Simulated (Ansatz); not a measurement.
# AgBr under changes of volume

One of the cells (23.644 Å³/atom); the others are scaled copies at fixed shape and fractional positions:

```
Ag Br
1.0
     0.00000    2.87015    2.87015
     2.87015    0.00000    2.87015
     2.87015    2.87015    0.00000
Ag Br
1 1
Direct
  0.00000 0.00000 0.00000
  0.50000 0.50000 0.50000
```

* Program: Ansatz 0.2.0
* Functional: PBE
* Dispersion: D4
* Potentials or basis: Ansatz PAW
* Cutoff: 420 eV (not typed: the program's choice for these potentials)
* k mesh: 6 × 6 × 6
* Occupations: gaussian, width 0.05 eV
* Spin: spin-orbit coupling, no magnetisation

| volume (Å³/atom) | energy over the lowest point (meV/atom) | pressure (GPa) | gap on the mesh (eV) |
| --- | --- | --- | --- |
| 22.225 | ? | ? | ? |
| 22.698 | 5.26 | 2.0 | 0.58 |
| 23.171 | 1.07 | 0.9 | 0.59 |
| 23.644 | 0.00 | -0.1 | 0.59 |
| 24.116 | 1.68 | -1.0 | 0.59 |
| 24.589 | 5.77 | -1.8 | 0.60 |
| 25.062 | 11.99 | -2.4 | 0.60 |

Question: What does the run at 22.225 Å³/atom give?

Answer: Energy over the lowest point 12.99 meV/atom; pressure 3.3 GPa; gap on the mesh 0.59 eV.

Worked out: A Birch-Murnaghan fit of order 3 (a polynomial in V^(-2/3)) to the other rows has its minimum at 23.58 Å³/atom with B0 = V·E''(V) = 47 GPa and B' = 5.4. It gives 13.00 meV/atom at 22.225 Å³/atom, against the run's 12.99, and -dE/dV = 3.3 GPa, against 3.3. A straight line through the other rows of the gap, of slope 0.188 eV per unit of ln V, extrapolates to 0.58 eV, against the run's 0.59.

Energies are extrapolated to zero smearing.

A mesh can miss the band edges.
